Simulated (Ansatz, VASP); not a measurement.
# Sc in VASP and in Ansatz

```
Sc
1.0
     3.22631    0.00000    0.00000
    -1.61315    2.79407    0.00000
     0.00000    0.00000    5.61079
Sc
2
Cartesian
  0.0000 1.8627 1.4027
  1.6132 0.9314 4.2081
```

Alike in both runs: task single point; functional PBE; k mesh 15 × 15 × 8; occupations gaussian, width 0.1 eV; no spin polarisation.

```csv
,VASP,Ansatz
version,VASP 6.6.1,Ansatz 0.2.0
potentials or method,"VASP PAW PBE potentials, release 64 (Sc_sv)","scalar-relativistic, plane waves, PAW"
plane-wave cutoff (eV),520,420
valence electrons in the cell,22,22
```

```tsv
	VASP	Ansatz	Ansatz less VASP
gap on the k mesh at the Fermi level (eV)	none	none	-
pressure (GPa)	-0.9	-1.0	-0.03
largest component of the traceless stress (GPa)	4.86	4.86	+0.001
```

A gap of «none» marks a metal or a gap that the smearing closes. The functional is the same, so the differences come from potentials, cutoffs and numerics.
